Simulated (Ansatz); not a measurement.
Be:

```xyz
2
Lattice="2.2853 0.0000 0.0000 -1.1426 1.9791 0.0000 0.0000 0.0000 3.5842" Properties=species:S:1:pos:R:3 pbc="T T T"
Be    1.1427    0.6597    2.6882
Be    0.0000    1.3194    0.8961
```

* Program: Ansatz 0.2.0
* Task: single point
* Functional: PBE
* Potentials or basis: Ansatz PAW
* Cutoff: 420 eV (not typed: the program's choice for these potentials)
* k mesh: 13 × 13 × 8
* Occupations: fermi-dirac, width 0.05 eV
* Spin: no spin polarisation

On this cell: pressure -2.8 GPa; largest force under 0.003 eV/Å; band gap on the k mesh none (metal or under the smearing width).

The same run follows on a disturbed copy (atoms moved at random, drawn with an rms of 0.05 Å):

```xyz
2
Lattice="2.2853 0.0000 0.0000 -1.1426 1.9791 0.0000 0.0000 0.0000 3.5842" Properties=species:S:1:pos:R:3 pbc="T T T"
Be    1.1861    0.6698    2.6888
Be   -0.0251    1.2998    0.9267
```

Task: What changes?

Result: The energy (extrapolated to zero smearing) moves by +6.8 meV/atom; pressure -2.6 GPa; largest force 0.360 eV/Å; band gap on the k mesh none (metal or under the smearing width).

Forces on the atoms (eV/Å):
```
Be  -0.255 -0.118  0.226
Be   0.255  0.118 -0.226
```

Stress tensor (GPa, compression positive):
```
-1.79  1.38 -0.28
 1.38 -3.01 -0.13
-0.28 -0.13 -3.06
```
